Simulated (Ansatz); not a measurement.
# KZnF3: one atom moved over a plane

All numbers below come from DFT r2SCAN, scalar-relativistic, plane waves, PAW in Ansatz. Cutoff 500 eV, Γ-centred 6×6×6 k-points, Gaussian smearing of 0.05 eV. No spin polarisation. Energies are free energies at this smearing, counted from the undisturbed cell; pressure is positive in compression.

The starting cell (as given, not relaxed at this level; it stands at -0.2 GPa, and it needn't be the usual structure):

```
CELL_PARAMETERS angstrom
4.05000 0.00000 0.00000
0.00000 4.05000 0.00000
0.00000 0.00000 4.05000
ATOMIC_POSITIONS crystal
K 0.00000 0.00000 0.00000
Zn 0.50000 0.50000 0.50000
F 0.50000 0.50000 0.00000
F 0.00000 0.50000 0.50000
F 0.50000 0.00000 0.50000
```

Atom 3 (F) is moved by p along (0.707, 0.707, 0.000) and q along (0.000, 0.000, 1.000) (Å), all else fixed. Points are written (p, q).

Energy above the undisturbed cell in eV/cell (a dash: not computed):

```csv
p \ q,-0.300,-0.150,0.000,0.150,0.300
-0.300,0.64,0.22,?,0.22,0.64
-0.150,?,0.15,0.02,0.15,?
0.000,0.61,0.13,0.00,0.13,0.61
0.150,?,0.15,0.02,0.15,?
0.300,0.64,0.22,?,0.22,0.64
```

(1) Fill in the withheld energies.

## Answers

(1) (-0.300, 0.000): 0.10; (-0.150, -0.300): 0.61; (-0.150, 0.300): 0.61; (0.150, -0.300): 0.61; (0.150, 0.300): 0.61; (0.300, 0.000): 0.10.